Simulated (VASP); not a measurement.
# Sb2S3 (Stibnite) (Pnma) in VASP: settings compared

One crystal, Sb2S3 (Stibnite), is run at these levels: LDA, PBEsol, PBE; tasks: relaxation of cell and atoms.

Everything below comes from runs of VASP 6.6.1. Logs are shortened: lines on timing, memory, paths and dates and some standing lists are left out, and cuts for length are marked.

**1. The structure**

Symmetry: Pnma, No. 62, orthorhombic system. Conventional cell: a = 11.036 Å, b = 3.809 Å, c = 10.795 Å, α = 90.00°, β = 90.00°, γ = 90.00°. Sb (site symmetry m) is surrounded by 3 S at 2.56 Å. Sb (site symmetry m) is surrounded by 5 S at 2.50 to 2.82 Å. S (site symmetry m) is surrounded by 3 Sb at 2.56 to 2.65 Å. S (site symmetry m) has 3 Sb at 2.50 to 2.82 Å as nearest neighbours. Around S (site symmetry m) lie 2 Sb at 2.56 Å.

**2. Relaxation of cell and atoms, LDA**

INCAR reads:

```
SYSTEM = Sb2S3
PREC = Accurate ; ENCUT = 600
EDIFF = 1E-7 ; ISMEAR = 0
SIGMA = 0.03 ; LREAL = .FALSE.
LASPH = .TRUE. ; NELM = 80
ALGO = Normal ; ISIF = 3
LWAVE = .FALSE. ; LCHARG = .FALSE.
IBRION = 2 ; NSW = 90
EDIFFG = -0.005 ; KPAR = 4
```

KPOINTS reads:

```
regular mesh
0
G
  4 8 4
  0 0 0
```

POSCAR reads:

```
Sb2S3                                   
1.0
   11.0360420762      0.0000000000      0.0000000000
    0.0000000000      3.8094817257      0.0000000000
    0.0000000000     -0.0000000000     10.7947160392
  Sb              S             
     8    12
Direct
     0.4792531156790151    0.2500000000000000    0.3254306913935782
     0.0207468843209848    0.7500000000000000    0.8254306913935779
     0.9792531156790151    0.2500000000000000    0.1745693086064218
     0.5207468843209849    0.7500000000000000    0.6745693086064221
     0.3434124431435344    0.7500000000000000    0.0321482750662426
     0.1565875568564656    0.2500000000000000    0.5321482750662424
     0.8434124431435343    0.7500000000000000    0.4678517249337573
     0.6565875568564657    0.2500000000000000    0.9678517249337576
     0.2871975191593025    0.2500000000000000    0.1931314405709850
     0.2128024808406976    0.7500000000000000    0.6931314405709850
     0.7871975191593023    0.2500000000000000    0.3068685594290150
     0.7128024808406977    0.7500000000000000    0.8068685594290150
     0.5497127096079092    0.7500000000000000    0.1272700512580824
     0.9502872903920908    0.2500000000000000    0.6272700512580822
     0.0497127096079088    0.7500000000000000    0.3727299487419176
     0.4502872903920911    0.2500000000000000    0.8727299487419178
     0.3739627228055142    0.7500000000000000    0.4420103161824362
     0.1260372771944858    0.2500000000000000    0.9420103161824362
     0.8739627228055142    0.7500000000000000    0.0579896838175637
     0.6260372771944858    0.2500000000000000    0.5579896838175638
```

Potentials or basis: VASP PAW LDA potentials, release 64 (Sb, S).

Launch:

```bash
cat potpaw_LDA.64/Sb/POTCAR potpaw_LDA.64/S/POTCAR > POTCAR
mpirun -np 4 vasp_std > vasp.out
```

OUTCAR:

```text
SYSTEM = Sb2S3
   PREC = Accurate
   ENCUT = 600
   EDIFF = 1E-7
   ISMEAR = 0
   LREAL = .FALSE.
   LASPH = .TRUE.
   NELM = 80
   ISIF = 3
   IBRION = 2
   NSW = 90
   EDIFFG = -0.005

 ion  position               nearest neighbor table
   1  0.479  0.250  0.325-   9 2.56  17 2.56  17 2.56  13 2.97  13 2.97  20 2.99
   2  0.021  0.750  0.825-  10 2.56  18 2.56  18 2.56  14 2.97  14 2.97  19 2.99
   3  0.979  0.250  0.175-  11 2.56  19 2.56  19 2.56  15 2.97  15 2.97  18 2.99
   4  0.521  0.750  0.675-  12 2.56  20 2.56  20 2.56  16 2.97  16 2.97  17 2.99
   5  0.343  0.750  0.032-  13 2.50   9 2.65   9 2.65  16 2.82  16 2.82  18 3.21  18 3.21
   6  0.157  0.250  0.532-  14 2.50  10 2.65  10 2.65  15 2.82  15 2.82  17 3.21  17 3.21
   7  0.843  0.750  0.468-  15 2.50  11 2.65  11 2.65  14 2.82  14 2.82  20 3.21  20 3.21
   8  0.657  0.250  0.968-  16 2.50  12 2.65  12 2.65  13 2.82  13 2.82  19 3.21  19 3.21
   9  0.287  0.250  0.193-   1 2.56   5 2.65   5 2.65
  10  0.213  0.750  0.693-   2 2.56   6 2.65   6 2.65
  11  0.787  0.250  0.307-   3 2.56   7 2.65   7 2.65
  12  0.713  0.750  0.807-   4 2.56   8 2.65   8 2.65
  13  0.550  0.750  0.127-   5 2.50   8 2.82   8 2.82   1 2.97   1 2.97
  14  0.950  0.250  0.627-   6 2.50   7 2.82   7 2.82   2 2.97   2 2.97
  15  0.050  0.750  0.373-   7 2.50   6 2.82   6 2.82   3 2.97   3 2.97
  16  0.450  0.250  0.873-   8 2.50   5 2.82   5 2.82   4 2.97   4 2.97
  17  0.374  0.750  0.442-   1 2.56   1 2.56   4 2.99   6 3.21   6 3.21
  18  0.126  0.250  0.942-   2 2.56   2 2.56   3 2.99   5 3.21   5 3.21
  19  0.874  0.750  0.058-   3 2.56   3 2.56   2 2.99   8 3.21   8 3.21
  20  0.626  0.250  0.558-   4 2.56   4 2.56   1 2.99   7 3.21   7 3.21

  LATTYP: Found a simple orthorhombic cell.
 ALAT       =     3.8094817257
 B/A-ratio  =     2.8336442636
 C/A-ratio  =     2.8969930481

  Lattice vectors:

 A1 = (   0.0000000000,   3.8094817257,   0.0000000000)
 A2 = (   0.0000000000,   0.0000000000,  10.7947160392)
 A3 = (  11.0360420762,   0.0000000000,   0.0000000000)

Analysis of symmetry for initial positions (statically):
=====================================================================
 Subroutine PRICEL returns:
 Original cell was already a primitive cell.

 Routine SETGRP: Setting up the symmetry group for a
 simple orthorhombic supercell.

 Subroutine GETGRP returns: Found  8 space group operations
 (whereof  2 operations were pure point group operations)
 out of a pool of  8 trial point group operations.

The static configuration has the point symmetry S_2 .
 The point group associated with its full space group is D_2h.

Analysis of symmetry for dynamics (positions and initial velocities):
=====================================================================
 Subroutine PRICEL returns:
 Original cell was already a primitive cell.

 Routine SETGRP: Setting up the symmetry group for a
 simple orthorhombic supercell.

 Subroutine GETGRP returns: Found  8 space group operations
 (whereof  2 operations were pure point group operations)
 out of a pool of  8 trial point group operations.

The dynamic configuration has the point symmetry S_2 .
 The point group associated with its full space group is D_2h.

 Subroutine INISYM returns: Found  8 space group operations
 (whereof  2 operations are pure point group operations),
 and found     1 'primitive' translations

----------------------------------------------------------------------------------------

                                     Primitive cell

  volume of cell :     453.8271

  direct lattice vectors                    reciprocal lattice vectors
    11.036042076  0.000000000  0.000000000     0.090612195  0.000000000  0.000000000
     0.000000000  3.809481726  0.000000000     0.000000000  0.262502900  0.000000000
     0.000000000  0.000000000 10.794716039     0.000000000  0.000000000  0.092637916

  length of vectors
    11.036042076  3.809481726 10.794716039     0.090612195  0.262502900  0.092637916

  position of ions in fractional coordinates (direct lattice)
     0.479253116  0.250000000  0.325430691
     0.020746884  0.750000000  0.825430691
     0.979253116  0.250000000  0.174569309
     0.520746884  0.750000000  0.674569309
     0.343412443  0.750000000  0.032148275
     0.156587557  0.250000000  0.532148275
[... 12 lines left out ...]
     0.873962723  0.750000000  0.057989684
     0.626037277  0.250000000  0.557989684

  ion indices of the primitive-cell ions
[... 49 lines left out ...]
            Coordinates               Weight
  0.000000  0.000000  0.000000      1.000000
  0.250000  0.000000  0.000000      2.000000
  0.500000  0.000000  0.000000      1.000000
  0.000000  0.125000  0.000000      2.000000
  0.250000  0.125000  0.000000      4.000000
  0.500000  0.125000  0.000000      2.000000
[... 16 lines left out ...]
  0.250000  0.250000  0.250000      8.000000
  0.500000  0.250000  0.250000      4.000000
 [... further k-points ...]
   k-points           NKPTS =     45   k-points in BZ     NKDIM =     45   number of bands    NBANDS=     67
   number of dos      NEDOS =    301   number of ions     NIONS =     20
   total plane-waves  NPLWV = 243000
   dimension x,y,z NGX =    90 NGY =   30 NGZ =   90
   dimension x,y,z NGXF=   180 NGYF=   60 NGZF=  180
   ions per type =               8  12
   NGX,Y,Z   is equivalent  to a cutoff of  13.56, 13.09, 13.86 a.u.
   NGXF,Y,Z  is equivalent  to a cutoff of  27.12, 26.18, 27.72 a.u.
 SYSTEM =  Sb2S3
   PREC   = accura    normal or accurate (medium, high low for compatibility)
   ISTART =      0    job   : 0-new  1-cont  2-samecut
   ICHARG =      2    charge: 1-file 2-atom 10-const
   ISPIN  =      1    spin polarized calculation?
   LNONCOLLINEAR =      F non collinear calculations
   LSORBIT =      F    spin-orbit coupling
   LASPH  =      T    aspherical Exc in radial PAW
   ENCUT  =  600.0 eV  44.10 Ry    6.64 a.u.  22.04  7.61 21.56*2*pi/ulx,y,z
   NELM   =     80;   NELMIN=  2; NELMDL= -5     # of ELM steps
   EDIFF  = 0.1E-06   stopping-criterion for ELM
   LREAL  =      F    real-space projection
   EDIFFG = -.5E-02   stopping-criterion for IOM
   NSW    =     90    number of steps for IOM
   IBRION =      2    ionic relax: 0-MD 1-quasi-New 2-CG
   NFREE  =      1    steps in history (QN), initial steepest desc. (CG)
   ISIF   =      3    stress and relaxation
   ISYM   =      2    0-nonsym 1-usesym 2-fastsym
   POTIM  = 0.5000    time-step for ionic-motion
   TEBEG  =    0.0;   TEEND  =   0.0 temperature during run
   PSTRESS=    0.0 pullay stress
   NELECT =     112.0000    total number of electrons
   NUPDOWN=      -1.0000    fix difference up-down
   EMIN   =  10.00;   EMAX   =-10.00  energy-range for DOS
   EFERMI =   0.00;   METHOD = LEGACY
   ISMEAR =     0;   SIGMA  =   0.03  broadening in eV -4-tet -1-fermi 0-gaus
   EFERMI_NEDOS =   21; number of points for ismear=-14 and -15
   IALGO  =     38    algorithm
   IMIX   =      4    mixing-type and parameters
     AMIX     =   0.40;   BMIX     =  1.00
     AMIX_MAG =   1.60;   BMIX_MAG =  1.00
  volume/ion in A,a.u.               =      22.69       153.13
  Fermi-wavevector in a.u.,A,eV,Ry     =   1.026874  1.940511 14.346951  1.054471
  Thomas-Fermi vector in A             =   2.160790
   LORBIT       =      0    0 simple, 1 ext, 2 COOP (PROOUT), +10 PAW based schemes
   GGA     = CA    functional components
   LHFCALC =     F    Hartree Fock is set to
   AEXX    =    0.0000 exact exchange contribution
   IVDW    =     0    specifies the selected vdW correction
   LEPSILON=     F    determine dielectric tensor
   LRPA    =     F    only Hartree local field effects (RPA)
 conjugate gradient relaxation of ions
 non-spin polarized calculation
 Gauss-broadening in eV      SIGMA  =   0.03
  energy-cutoff  :      600.00
  volume of cell :      453.83
 maximum number of plane-waves:     15200
 NGX is ok and might be reduce to    90
   NGX = 45   NGY = 15   NGZ = 43

--------------------------------------- Ionic step        1  -------------------------------------------

 number of electron     111.9999990 magnetization

 Free energy of the ion-electron system (eV)
  ---------------------------------------------------
  ext. energy  EPLUGINS =         0.00000000
  ---------------------------------------------------
  free energy    TOTEN  =      -100.44516489 eV

  energy without entropy =     -100.44516489  energy(sigma->0) =     -100.44516489

------------------------ aborting loop because EDIFF is reached ----------------------------------------

  FORCE on cell =-STRESS in cart. coord.  units (eV):
  Direction    XX          YY          ZZ          XY          YZ          ZX
  --------------------------------------------------------------------------------------
  -------------------------------------------------------------------------------------
  Total       -0.1092146      0.0664129     -0.0258158      0.0000000      0.0000000      0.0000000
  in kB       -0.3855679      0.2344622     -0.0911394      0.0000000      0.0000000      0.0000000
  external PRESSURE =      -0.0807484 kB  Pullay stress =       0.0000000 kB
[... 143 lines left out ...]
  FREE ENERGIE OF THE ION-ELECTRON SYSTEM (eV)
  ---------------------------------------------------
  free  energy   TOTEN  =      -100.4452403555 eV

  energy  without entropy=     -100.4452403555  energy(sigma->0) =     -100.44524036

[... ionic steps 4 to 10 ...]

--------------------------------------- Ionic step       11  -------------------------------------------

 number of electron     111.9999989 magnetization

------------------------ aborting loop because EDIFF is reached ----------------------------------------
[... 103 lines left out ...]
--------------------------------------- Ionic step       13  -------------------------------------------

 number of electron     111.9999989 magnetization

 Free energy of the ion-electron system (eV)
  ---------------------------------------------------
  ext. energy  EPLUGINS =         0.00000000
  ---------------------------------------------------
  free energy    TOTEN  =      -100.44547779 eV

  energy without entropy =     -100.44547779  energy(sigma->0) =     -100.44547779

 E-fermi :   6.1930     XC(G=0): -10.0857

 val. band max:        6.0145239564   @ k =   0.0000   0.0000   0.0000
 cond. band min:       7.0809317932   @ k =   0.0000   0.0000   0.0000
 fundamental gap:      1.0664078368
 Fermi energy:         6.1930184253

 k-point     1 :       0.0000    0.0000    0.0000
  band No.  band energies     occupation
      1      -8.5984      2.00000
      2      -8.2058      2.00000
      3      -7.7369      2.00000
      4      -7.6213      2.00000
      5      -7.5738      2.00000
      6      -7.2299      2.00000
[... 1669 lines left out ...]
     66       9.1171      0.00000
     67       9.3346      0.00000

 [... further k-points ...]

------------------------ aborting loop because EDIFF is reached ----------------------------------------

  FORCE on cell =-STRESS in cart. coord.  units (eV):
  Direction    XX          YY          ZZ          XY          YZ          ZX
  --------------------------------------------------------------------------------------
  -------------------------------------------------------------------------------------
  Total       -0.0307041     -0.0056317     -0.0242235      0.0000000      0.0000000      0.0000000
  in kB       -0.1084490     -0.0198914     -0.0855589      0.0000000      0.0000000      0.0000000
  external PRESSURE =      -0.0712998 kB  Pullay stress =       0.0000000 kB
[... 35 lines left out ...]
  FREE ENERGIE OF THE ION-ELECTRON SYSTEM (eV)
  ---------------------------------------------------
  free  energy   TOTEN  =      -100.4454777943 eV

  energy  without entropy=     -100.4454777943  energy(sigma->0) =     -100.44547779

 reached required accuracy - stopping structural energy minimisation
```

Wall time 44 min (4 MPI ranks of Intel Xeon Platinum 8559C (Emerald Rapids), shared host); peak memory 1.2 GiB.

Results:

```
Free energy                            : -100.4455 eV
Relaxed volume                         : 22.68 Å³/atom
Relaxed cell                           : a = 11.022 Å, b = 3.812 Å, c = 10.795 Å, α = 90.00°, β = 90.00°, γ = 90.00°
Space group after relaxing (to 0.05 Å) : Pnma (No. 62)
Energy gained by relaxing              : 0.0 meV/atom
Ionic steps                            : 13
Pressure after relaxing                : 0.0 GPa
Largest force after relaxing           : 0.004 eV/Å
Band gap on the k mesh                 : 1.07 eV, direct
```

Forces in eV/Å, atoms in the order of the input:
```
Sb   0.001  0.000  0.001
Sb  -0.001  0.000  0.001
Sb   0.001  0.000 -0.001
Sb  -0.001  0.000 -0.001
Sb   0.000  0.000  0.004
Sb   0.000  0.000  0.004
Sb   0.000  0.000 -0.004
Sb   0.000  0.000 -0.004
S    0.002  0.000  0.001
S   -0.002  0.000  0.001
S    0.002  0.000 -0.001
S   -0.002  0.000 -0.001
S   -0.003  0.000 -0.003
S    0.003  0.000 -0.003
S   -0.003  0.000  0.003
S    0.003  0.000  0.003
S    0.001  0.000  0.001
S   -0.001  0.000  0.001
S    0.001  0.000 -0.001
S   -0.001  0.000 -0.001
```

The path:
```csv
step,energy change (eV),largest force (eV/Å),pressure (GPa),volume (Å³)
1,0.0000,0.0095,-0.01,453.83
2,-0.0001,0.0087,0.01,453.75
3,-0.0001,0.0101,0.02,453.71
4,-0.0001,0.0078,0.00,453.80
5,-0.0001,0.0079,-0.03,453.95
6,-0.0002,0.0063,-0.03,453.92
7,-0.0002,0.0091,-0.01,453.81
8,-0.0002,0.0115,0.00,453.76
9,-0.0002,0.0096,0.00,453.71
10,-0.0003,0.0069,0.01,453.55
11,-0.0003,0.0054,-0.01,453.65
12,-0.0003,0.0054,-0.01,453.65
13,-0.0003,0.0041,-0.01,453.61
```

Final structure:
```
Sb S
1.0
    11.02219    0.00000    0.00000
     0.00000    3.81223    0.00000
     0.00000    0.00000   10.79530
Sb S
8 12
Direct
  0.47988 0.25000 0.32553
  0.02012 0.75000 0.82553
  0.97988 0.25000 0.17447
  0.52012 0.75000 0.67447
  0.34346 0.75000 0.03243
  0.15654 0.25000 0.53243
  0.84346 0.75000 0.46757
  0.65654 0.25000 0.96757
  0.28741 0.25000 0.19321
  0.21259 0.75000 0.69321
  0.78741 0.25000 0.30679
  0.71259 0.75000 0.80679
  0.55008 0.75000 0.12733
  0.94992 0.25000 0.62733
  0.05008 0.75000 0.37267
  0.44992 0.25000 0.87267
  0.37419 0.75000 0.44172
  0.12581 0.25000 0.94172
  0.87419 0.75000 0.05828
  0.62581 0.25000 0.55828
```

Caveat: spin-orbit coupling is left out, which moves the levels of the heavy elements. A k mesh can miss the band edges.

(Continued in part 2 of 4.)
